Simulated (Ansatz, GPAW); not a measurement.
# hexatriene-1,6-dithiol between two Pt chains: relaxation, then transmission at several levels, part 3 of 5

Wanted: T(E) of hexatriene-1,6-dithiol between two Pt chains at a relaxed geometry in two programs, beside the unrelaxed structure.

GPAW 26.7.0 and Ansatz 0.2.0; Ansatz plane waves; relaxation of the junction with the lead ends held; PAW set soft_1 (the session's first sound run).

So far, transmission at the Fermi level (one spin): step 3 (plane waves, PBE) 0.102.

## Step 4: Double-zeta polarised basis

Localised orbitals split the wire into layers that couple to their neighbours alone, which is what the Green's function method needs; double zeta with polarisation is the usual level for numbers.

This step: GPAW LCAO, PAW setups; Landauer transmission from Green's functions with principal layers (ASE), zero bias (GPAW 26.7.0).

Input file run.py:

```python
import json
import numpy as np
from ase import Atoms
from ase.transport.calculators import TransportCalculator
from gpaw import GPAW, FermiDirac
from gpaw.lcao.tools import get_lcao_hamiltonian
from scipy.linalg import eigh

# The junction with lead layers at both ends, along the third cell vector
device = Atoms(
    ['Pt', 'Pt', 'Pt', 'Pt', 'Pt', 'Pt', 'Pt', 'Pt', 'S', 'C', 'H', 'H', 'C', 'C', 'H', 'H', 'C', 'C', 'H', 'H', 'C', 'S', 'Pt', 'Pt', 'Pt', 'Pt', 'Pt', 'Pt', 'Pt', 'Pt'],
    positions=[
        [6.08030, 4.50000, 1.20000],
        [6.08030, 4.50000, 3.60000],
        [6.08030, 4.50000, 6.00000],
        [6.08030, 4.50000, 8.40000],
        [6.08030, 4.50000, 10.80000],
        [6.08030, 4.50000, 13.20000],
        [4.66870, 4.58284, 15.10975],
        [5.19861, 4.54374, 17.47683],
        [3.81085, 4.56797, 19.13329],
        [4.25356, 4.55190, 20.76505],
        [6.40784, 4.51732, 20.89498],
        [3.34416, 4.56332, 21.37968],
        [5.47187, 4.52848, 21.46017],
        [5.50576, 4.52075, 22.85621],
        [7.63237, 4.49196, 23.11772],
        [4.54502, 4.53128, 23.38186],
        [6.67154, 4.50201, 23.64322],
        [6.70494, 4.49546, 25.03928],
        [8.83281, 4.46738, 25.12174],
        [5.76861, 4.50525, 25.60389],
        [7.92275, 4.47604, 25.73539],
        [8.36328, 4.46335, 27.36776],
        [6.97235, 4.47919, 29.02178],
        [7.49827, 4.46376, 31.38975],
        [6.08030, 4.50000, 33.29597],
        [6.08030, 4.50000, 35.69597],
        [6.08030, 4.50000, 38.09597],
        [6.08030, 4.50000, 40.49597],
        [6.08030, 4.50000, 42.89597],
        [6.08030, 4.50000, 45.29597]],
    cell=[[12.16059, 0.0, 0.0], [0.0, 9.0, 0.0], [0.0, 0.0, 46.49597]],
    pbc=True)

# One principal layer of the lead: the first 5 atoms of the device
lead = Atoms(
    ['Pt', 'Pt', 'Pt', 'Pt', 'Pt'],
    positions=[
        [6.08030, 4.50000, 1.20000],
        [6.08030, 4.50000, 3.60000],
        [6.08030, 4.50000, 6.00000],
        [6.08030, 4.50000, 8.40000],
        [6.08030, 4.50000, 10.80000]],
    cell=[[12.16059, 0.0, 0.0], [0.0, 9.0, 0.0], [0.0, 0.0, 12.0]],
    pbc=True)

settings = dict(mode='lcao', basis='dzp', xc='PBE', h=0.2,
                occupations=FermiDirac(0.1), maxiter=250,
                mixer=dict(beta=0.1, nmaxold=8, weight=100.0),
                convergence=dict(density=0.0001))
energies = np.arange(-2, 2 + 1e-9, 0.025)
eta = 0.0001
n1, n2 = 1, 1
# k and -k transmit alike, so half of the mesh across the current serves
mesh = [(i, j) for i in range(n1) for j in range(n2) if (i, j) <= (-i % n1, -j % n2)]
weights = np.array([1 if (i, j) == (-i % n1, -j % n2) else 2 for i, j in mesh]) / (n1 * n2)


def ground_state(atoms, size, txt):
    atoms.calc = GPAW(kpts={'size': size, 'gamma': True}, symmetry={'tolerance': 1e-3}, txt=txt, **settings)
    atoms.get_potential_energy()
    return atoms.calc.get_fermi_level()


def blocks(atoms, fermi, points, nz, cells):
    """H - E_F S and S between cell 0 and the cells above it, at each point across the current."""
    kz = np.arange(nz) / nz
    calc = atoms.calc.fixed_density(kpts=[(*k, z) for k in points for z in kz], symmetry='off', txt=None)
    H, S = get_lcao_hamiltonian(calc)
    H = (H - fermi * S).reshape(len(H), len(points), nz, *S.shape[1:])
    S = S.reshape(H.shape[1:])
    phases = [np.exp(-2j * np.pi * kz * R) / nz for R in cells]
    return [(np.einsum('skzij,z->ksij', H, p), np.einsum('kzij,z->kij', S, p)) for p in phases]


def pair(a, b):
    return np.block([[a, b], [b.T.conj(), a]])


def count_channels(h, s, cells, nk=240):
    """Half the number of times that the lead's bands cross each energy, unfolded to its shortest repeat."""
    b = len(h) // cells
    bands = []
    for k in (np.arange(nk + 1) + 0.5) / nk:
        hk, sk = h[:b, :b].copy(), s[:b, :b].copy()
        for R in range(1, cells):
            phase, block = np.exp(2j * np.pi * k * R), slice(R * b, (R + 1) * b)
            hk += h[:b, block] * phase + (h[:b, block] * phase).T.conj()
            sk += s[:b, block] * phase + (s[:b, block] * phase).T.conj()
        w, u = eigh(sk)
        x = u[:, w > 1e-5] / w[w > 1e-5]**0.5  # drop near-dependent combinations
        bands.append(np.r_[eigh(x.T.conj() @ hk @ x, eigvals_only=True), [1e9] * (w <= 1e-5).sum()])
    below = np.array(bands)[:, :, None] < energies
    return (below[1:] != below[:-1]).sum((0, 1)) / 2


fermi_lead = ground_state(lead, (1, 1, 10), 'lead.txt')
fermi_device = ground_state(device, (1, 1, 2), 'device.txt')
T, channels, eigen, tail, misfit, shifts = [], [], [], 0.0, 0.0, []
for first in range(0, len(mesh), 123):
    points = [(i / n1, j / n2) for i, j in mesh[first:first + 123]]
    (H0k, S0k), (H1k, S1k), (H2k, _) = blocks(lead, fermi_lead, points, 5, range(3))
    [(Hk, Sk)] = blocks(device, fermi_device, points, 2, [0])
    tail = max(tail, abs(H2k).max())
    for H0, S0, H1, S1, H, S in zip(H0k, S0k, H1k, S1k, Hk, Sk):
        n = len(S0)
        # Shift the lead onto the potential of the device's first layer
        shift = ((H[:, 0, 0] - H0[:, 0, 0]) / S0[0, 0]).real.mean()
        shifts.append(shift)
        misfit = max(misfit, abs(H[:, :n, :n] - H0 - shift * S0).max())
        Tk, Ck, Ek = [], [], []
        for s in range(len(H)):
            t = s % len(H0)  # a lead without moments serves both spins
            h1, s1 = pair(H0[t] + shift * S0, H1[t] + shift * S1), pair(S0, S1)
            leads = dict(h1=h1, s1=s1, energies=energies, eta=eta, eta1=eta, eta2=eta)
            calc = TransportCalculator(h=H[s], s=S, eigenchannels=3, **leads)
            Tk.append(calc.get_transmission())
            Ek.append(np.sort(calc.eigenchannels_ne, axis=0)[::-1])
            Ck.append(count_channels(h1, s1, 10))
        T.append(Tk)
        channels.append(Ck)
        eigen.append(Ek)
T, channels = np.array(T), np.array(channels)
mean, open_channels = np.einsum('kse,k->se', T, weights), np.einsum('kse,k->se', channels, weights)

print(f'basis functions: device {len(S)}, principal layer {n}')
print(f'Fermi level: lead {fermi_lead:.4f} eV, device {fermi_device:.4f} eV; lead shifted by {np.mean(shifts):.4f} eV')
print(f'largest coupling past the next layer {tail:.2e} eV, largest misfit of the first layer {misfit:.3f} eV')
print('  E-E_F (eV)   ' + 'T (one spin)  channels')
for e, t, c in zip(energies, mean.T, open_channels.T):
    print(f'{e:10.3f}  ', *[f'{x:11.4e}' for x in t], *[f'{x:9.4f}' for x in c])

kT = 8.617333e-5 * 300
fine = np.linspace(energies[0], energies[-1], 4001)
both = np.exp(np.interp(fine, energies, np.log(np.maximum(mean.sum(0) * 2 / len(mean), 1e-30))))
fermi = lambda mu: 1 / (1 + np.exp(np.clip((fine - mu) / kT, -200, 200)))
slope = fermi(0) * (1 - fermi(0)) / kT
G = np.trapezoid(both * slope, fine) / 2
seebeck = -np.trapezoid(both * slope * fine, fine) / (2 * G * 300) * 1e6
print(f'conductance at 300 K: {G:.5g} G0 a cell; thermopower {seebeck:.4g} uV/K')
bias = [0.1, 0.2, 0.5, 1.0, 1.5, 2.0]
current = [38.74 * np.trapezoid(both * (fermi(V / 2) - fermi(-V / 2)), fine) for V in bias]
for V, I in zip(bias, current):
    print(f'current from the zero-bias T(E) at {V} V: {I:.5g} uA')
zero = abs(energies).argmin()
json.dump(dict(energies=energies.tolist(), T=mean.tolist(), channels=open_channels.tolist(), G=G, seebeck=seebeck,
               bias=bias, current=current, tail=tail, misfit=misfit, shift=np.mean(shifts), n_device=len(S), n_lead=n,
               fermi=[fermi_lead, fermi_device], energy=device.get_potential_energy(),
               moments=device.get_magnetic_moments().tolist(), mesh=mesh, weights=weights.tolist(),
               T_k=T[:, :, zero].tolist(), eigen=np.array(eigen[0]).tolist()), open('result.json', 'w'))
```

Started as:

```bash
OMP_NUM_THREADS=1 OPENBLAS_NUM_THREADS=1 python run.py
```

What it wrote:

```text
basis functions: device 566, principal layer 135
Fermi level: lead -4.8869 eV, device -4.4512 eV; lead shifted by -0.0030 eV
largest coupling past the next layer 8.09e-06 eV, largest misfit of the first layer 0.113 eV
  E-E_F (eV)   T (one spin)  [channel counts left out]
    -2.000    6.9291e-01
    -1.975    7.0676e-01
    -1.950    7.1872e-01
    -1.925    7.2860e-01
    -1.900    7.3632e-01
    -1.875    7.4191e-01
    -1.850    7.4546e-01
    -1.825    7.4717e-01
    -1.800    7.4730e-01
    -1.775    7.4622e-01
    -1.750    7.4435e-01
    -1.725    7.4223e-01
    -1.700    7.4045e-01
    -1.675    7.3980e-01
    -1.650    7.4133e-01
    -1.625    7.4698e-01
[...]
1.825    1.0076e-05
     1.850    9.9147e-06
     1.875    9.7689e-06
     1.900    9.6356e-06
     1.925    9.4968e-06
     1.950    9.5032e-06
     1.975    9.3731e-06
     2.000    9.2928e-06
conductance at 300 K: 0.1229 G0 a cell; thermopower 94.92 uV/K
current from the zero-bias T(E) at 0.1 V: 1.0313 uA
current from the zero-bias T(E) at 0.2 V: 2.5391 uA
current from the zero-bias T(E) at 0.5 V: 10.811 uA
current from the zero-bias T(E) at 1.0 V: 22.321 uA
current from the zero-bias T(E) at 1.5 V: 36.022 uA
current from the zero-bias T(E) at 2.0 V: 52.286 uA
```

Elapsed: 10 min, on 1 thread of Arm Neoverse V1, shared host; peak memory 2 GiB.

This step gave:

| Quantity | Value |
| --- | --- |
| conductance | 0.1229 G₀ |
| thermopower | 94.92 μV/K |
| largest coupling past the next principal layer | 8.09e-6 eV |
| largest misfit of the first principal layer | 0.1127 eV |
| shift that aligns the lead | -0.003007 eV |
| basis functions of the junction | 566 |
| basis functions of a principal layer | 135 |
| transmission at the Fermi level (one spin) | 0.09697 |

One spin. Table of transmission, zone mean by energy, zero at the Fermi level:

energy (eV), transmission, zone mean and a bar:
```
   -2.000      0.693 #####################
   -1.800      0.747 ######################
   -1.600      0.755 #######################
   -1.400      0.997 ##############################
   -1.200      0.046 #
   -1.000      0.453 ##############
   -0.875      0.995 ##############################
   -0.800      0.908 ###########################
   -0.600      0.654 ####################
   -0.400      0.251 ########
   -0.200      0.882 ###########################
    0.000      0.097 ###
    0.200      0.045 #
    0.375      0.947 #############################
    0.400      0.302 #########
    0.600      0.003 
    0.800      0.000 
    1.000      0.000 
    1.200      0.000 
    1.400      0.000 
    1.600      0.000 
    1.800      0.000 
    2.000      0.000
```

Not self-consistent under bias; the bias window is split evenly. The current through one cell, from the zero-bias transmission by bias:

| bias (V) | current through one cell, from the zero-bias transmission (μA) |
| --- | --- |
| 0.100 | 1.03 |
| 0.200 | 2.54 |
| 0.500 | 10.8 |
| 1.000 | 22.3 |
| 1.500 | 36.0 |
| 2.000 | 52.3 |

Transmission of the three most open eigenchannels against energy, zero at the Fermi level:

| energy (eV) | channel 1 | channel 2 | channel 3 |
| --- | --- | --- | --- |
| -2.000 | 0.691 | 0.00213 | 8.8e-8 |
| -1.900 | 0.733 | 0.00283 | 2.4e-7 |
| -1.800 | 0.743 | 0.00384 | 9.3e-7 |
| -1.700 | 0.735 | 0.00536 | 7.0e-6 |
| -1.600 | 0.742 | 0.0124 | 3.3e-4 |
| -1.500 | 0.823 | 0.00500 | 2.7e-5 |
| -1.400 | 0.995 | 0.00164 | 4.3e-5 |
| -1.300 | 0.275 | 0.00124 | 1.7e-5 |
| -1.200 | 0.0404 | 0.00589 | 2.3e-5 |
| -1.100 | 0.0560 | 0.00872 | 1.6e-5 |
| -1.000 | 0.451 | 0.00183 | 1.9e-5 |
| -0.900 | 0.982 | 0.00132 | 1.7e-5 |
| -0.800 | 0.907 | 8.8e-4 | 1.4e-5 |
| -0.700 | 0.833 | 4.7e-4 | 1.5e-5 |
| -0.600 | 0.653 | 2.8e-4 | 1.6e-5 |
| -0.500 | 0.521 | 2.1e-4 | 1.7e-5 |
| -0.400 | 0.251 | 1.2e-4 | 1.7e-5 |
| -0.300 | 0.326 | 1.9e-4 | 1.4e-5 |
| -0.200 | 0.882 | 1.6e-4 | 2.7e-6 |
| -0.100 | 0.407 | 6.6e-5 | 5.5e-7 |
| 0.000 | 0.0969 | 5.3e-5 | 2.4e-7 |
| 0.100 | 0.0464 | 4.5e-5 | 1.0e-7 |
| 0.200 | 0.0446 | 4.0e-5 | 3.5e-8 |
| 0.300 | 0.117 | 3.7e-5 | 1.0e-9 |
| 0.400 | 0.302 | 2.7e-5 | 4.2e-11 |
| 0.500 | 0.0134 | 3.0e-5 | 0 |
| 0.600 | 0.00248 | 3.7e-5 | 0 |
| 0.700 | 3.1e-4 | 5.9e-5 | 0 |
| 0.800 | 1.1e-4 | 0 | 0 |
| 0.900 | 7.6e-5 | 0 | 0 |

At the Fermi level T is 0.0970 against 0.102 in plane waves. Couplings past the next layer reach 8.1e-6 eV, small enough to drop; the matrix elements of the cell's first layer differ from the bulk lead's by up to 0.11 eV. That layer keeps its own values in the calculation, and only beyond it is the lead taken as perfect. The Fermi levels of lead and junction count from different zeros of potential, one for each periodic cell; with both set to zero, the small remaining shift is what aligns them. Without spin-orbit coupling, which is large for these atoms, channel counts and T are those of the scalar-relativistic bands. By hand: G = 0.1229 × 77.48 μS = 9.52 μS, a resistance of 105 kΩ; at 0.1 V a linear junction would pass 0.952 μA, and the integral over the bias window gives 1.03 μA. Mott's formula, S = -(π²/3)(k_B²T/e) d ln T/dE, has the prefactor 7.33 μV/K·eV at 300 K; T = 0.1311 at -0.025 eV and 0.07534 at 0.025 eV give a slope of -11.1 per eV and S = 81.2 μV/K, beside 94.9 μV/K from the thermal integral, which interpolates the same grid.

## Step 5: GPAW, szp: basis = "szp(dzp)"

The second zeta is dropped, the polarisation orbitals stay.

Edit run.py of step 4 so:

```diff
@@ -57,3 +57,3 @@
 
-settings = dict(mode='lcao', basis='dzp', xc='PBE', h=0.2,
+settings = dict(mode='lcao', basis='szp(dzp)', xc='PBE', h=0.2,
                 occupations=FermiDirac(0.1), maxiter=250,
```

What it wrote:

```text
basis functions: device 336, principal layer 75
Fermi level: lead -5.0145 eV, device -4.7865 eV; lead shifted by -0.0038 eV
largest coupling past the next layer 8.13e-06 eV, largest misfit of the first layer 0.123 eV
  E-E_F (eV)   T (one spin)  [channel counts left out]
    -2.000    7.8380e-01
    -1.975    8.0282e-01
    -1.950    8.1985e-01
[...]
1.975    1.0306e-05
     2.000    1.0194e-05
conductance at 300 K: 0.11375 G0 a cell; thermopower 78.23 uV/K
current from the zero-bias T(E) at 0.1 V: 0.94721 uA
current from the zero-bias T(E) at 0.2 V: 2.3108 uA
current from the zero-bias T(E) at 0.5 V: 11.487 uA
current from the zero-bias T(E) at 1.0 V: 21.257 uA
current from the zero-bias T(E) at 1.5 V: 32.142 uA
current from the zero-bias T(E) at 2.0 V: 47.299 uA
```

Elapsed: 6.4 min, on 1 thread; peak memory 2 GiB.

This step gave:

```
conductance                                    : 0.1138 G₀
thermopower                                    : 78.23 μV/K
largest coupling past the next principal layer : 8.13e-6 eV
largest misfit of the first principal layer    : 0.1233 eV
shift that aligns the lead                     : -0.003784 eV
basis functions of the junction                : 336
basis functions of a principal layer           : 75
transmission at the Fermi level (one spin)     : 0.09279
```

One spin. The transmission, zone mean by energy, zero at the Fermi level:

energy (eV), transmission, zone mean and a bar:
```
   -2.000      0.784 ########################
   -1.900      0.848 #########################
   -1.800      0.882 ##########################
   -1.700      0.900 ###########################
   -1.600      0.927 ############################
   -1.500      0.986 ##############################
   -1.450      0.999 ##############################
   -1.400      0.931 ############################
   -1.300      0.270 ########
   -1.200      0.042 #
   -1.100      0.053 ##
   -1.000      0.418 #############
   -0.900      0.992 ##############################
   -0.800      0.775 #######################
   -0.700      0.655 ####################
   -0.600      0.527 ################
   -0.500      0.406 ############
   -0.400      0.215 ######
   -0.300      0.294 #########
   -0.200      0.870 ##########################
   -0.100      0.329 ##########
    0.000      0.093 ###
    0.100      0.060 ##
    0.200      0.113 ###
    0.275      0.927 ############################
    0.300      0.517 ################
    0.400      0.016 
    0.500      0.003 
    0.600      0.001 
    0.700      0.000 
    0.800      0.000 
    0.900      0.000 
    1.000      0.000 
    1.100      0.000 
    1.200      0.000 
    1.300      0.000 
    1.400      0.000 
    1.500      0.000 
    1.600      0.000 
    1.700      0.000 
    1.800      0.000 
    1.900      0.000 
    2.000      0.000
```

The conductance, 0.114 G₀, lies 7.4 % below that of the dzp run.

## Step 6: GPAW, sz: basis = "sz(dzp)"

One function for each valence shell of the setup, as for a first survey of a large system.

Edit run.py of step 5 so:

```diff
@@ -57,3 +57,3 @@
 
-settings = dict(mode='lcao', basis='szp(dzp)', xc='PBE', h=0.2,
+settings = dict(mode='lcao', basis='sz(dzp)', xc='PBE', h=0.2,
                 occupations=FermiDirac(0.1), maxiter=250,
```

What it wrote:

```text
basis functions: device 230, principal layer 60
Fermi level: lead -5.0351 eV, device -4.8724 eV; lead shifted by -0.0013 eV
largest coupling past the next layer 8.11e-06 eV, largest misfit of the first layer 0.073 eV
  E-E_F (eV)   T (one spin)  [channel counts left out]
    -2.000    7.3135e-01
    -1.975    7.4629e-01
    -1.950    7.5927e-01
[...]
1.975    6.9112e-06
     2.000    6.7949e-06
conductance at 300 K: 0.1311 G0 a cell; thermopower 69.51 uV/K
current from the zero-bias T(E) at 0.1 V: 1.0949 uA
current from the zero-bias T(E) at 0.2 V: 2.6905 uA
current from the zero-bias T(E) at 0.5 V: 13.363 uA
current from the zero-bias T(E) at 1.0 V: 21.637 uA
current from the zero-bias T(E) at 1.5 V: 36.063 uA
current from the zero-bias T(E) at 2.0 V: 48.504 uA
```

It took 5.8 min on 1 thread; peak memory 1.9 GiB.

Numbers from this step:

```
conductance                                    : 0.1311 G₀
thermopower                                    : 69.51 μV/K
largest coupling past the next principal layer : 8.11e-6 eV
largest misfit of the first principal layer    : 0.07320 eV
shift that aligns the lead                     : -0.001273 eV
basis functions of the junction                : 230
basis functions of a principal layer           : 60
transmission at the Fermi level (one spin)     : 0.1058
```

One spin. Table of transmission, zone mean by energy, zero at the Fermi level:

| energy (eV) | transmission, zone mean |
| --- | --- |
| -2.000 | 0.731 |
| -1.800 | 0.798 |
| -1.600 | 0.806 |
| -1.400 | 0.963 |
| -1.350 | 0.995 |
| -1.200 | 0.0829 |
| -1.000 | 0.157 |
| -0.800 | 0.973 |
| -0.750 | 0.995 |
| -0.600 | 0.681 |
| -0.400 | 0.238 |
| -0.200 | 0.867 |
| 0.000 | 0.106 |
| 0.200 | 0.451 |
| 0.225 | 0.987 |
| 0.400 | 0.00487 |
| 0.600 | 2.6e-4 |
| 0.800 | 7.0e-5 |
| 1.000 | 4.2e-5 |
| 1.200 | 2.4e-5 |
| 1.400 | 1.5e-5 |
| 1.600 | 1.0e-5 |
| 1.800 | 8.0e-6 |
| 2.000 | 6.8e-6 |

The conductance, 0.131 G₀, lies 6.7 % above that of the dzp run.

(Continued in part 4 of 5.)

[Logs are printed without paths, hosts, clocks, repeated set-up lines and the standing remarks that a program may print on its own settings, such as how far it seeks lower states.]

[Hosts, paths, dates, database ids (printed as entryN), source tags and the programs' standing remarks are cut or masked in the printed files.]
